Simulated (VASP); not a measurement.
Te: equation of state with PBEsol

Crystal: Te.

```xyz
3
Lattice="4.3148 0.0000 0.0000 -2.1574 3.7368 0.0000 0.0000 0.0000 5.9796" Properties=species:S:1:pos:R:3 pbc="T T T"
Te    1.5480    2.6812    5.9796
Te   -0.6095    1.0556    3.9864
Te    1.2189    0.0000    1.9932
```

```
Program                : VASP 6.6.1
Task                   : equation of state
Functional             : PBEsol
Potentials or basis    : VASP PAW PBE potentials, release 64 (Te)
Cutoff                 : 520 eV
k mesh                 : 6 × 6 × 4
Occupations            : gaussian, width 0.02 eV
Spin                   : no spin polarisation
Ladder                 : gaps
Further INCAR settings : ALGO = Normal; EDIFF = 1e-06
```

```json
{"Equilibrium volume": "32.14 Å³/atom", "Bulk modulus at fixed shape and positions": "55 GPa", "Pressure derivative of the bulk modulus": "4.7 (rough: it moves with the points fitted)"}
```

Energy against volume, from the lowest point:
```tsv
volume (Å³/atom)	energy (meV/atom)
30.852	9.57
31.495	2.31
32.137	0.00
32.780	2.11
33.423	8.17
```

All runs of the series together: 91 s on 1 thread of Intel(R) Xeon(R) Platinum 8488C (Sapphire Rapids), with other jobs on the host.

Caveat: the cell was scaled at fixed shape and fractional positions, which overstates the stiffness of a crystal with free parameters, most of all of layers and chains; the PAW data sets were made with another functional, which shifts forces and pressure a little. The run has no spin-orbit coupling, so splittings on Te are missing.
